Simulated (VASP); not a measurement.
**MgH2: single point with PBE**

The system is MgH2.

```
Mg H
1.0
     0.00000    2.38107    2.38107
     2.38107    0.00000    2.38107
     2.38107    2.38107    0.00000
Mg H
1 2
Cartesian
  0.0000 0.0000 0.0000
  1.1905 1.1905 1.1905
  3.5716 3.5716 3.5716
```

Measurements of this composition are mostly on another form, of space group No. 136.

| Quantity | Value |
| --- | --- |
| Program | VASP 6.6.1 |
| Task | single point |
| Functional | PBE |
| Potentials or basis | VASP PAW PBE potentials, release 64 (Mg_GW, H_GW) |
| Cutoff | 500 eV |
| k mesh | 4 × 4 × 4 |
| Occupations | gaussian, width 0.02 eV |
| Spin | no spin polarisation |

```yaml
Pressure: -1.1 GPa
Band_gap_on_the_k_mesh: none (metal or under the smearing width)
```

Levels at points of the mesh, in eV from the Fermi level:
```
           k point  band 1  band 2  band 3  band 4  band 5
(0.00, 0.00, 0.00)   -9.58    1.29    9.69    9.69    9.69
(0.50, 0.00, 0.00)   -5.33   -5.23    7.17    7.61    9.39
(0.50, 0.50, 0.00)   -5.33   -1.97    0.01    5.07    5.07
```

Run time: 5.4 s on 1 thread of Intel(R) Xeon(R) 6975P-C (Granite Rapids), on a shared host, peak memory 0.14 GiB.

Caveat: the k mesh is coarse (spacing up to 0.57 Å⁻¹), so the values aren't converged.
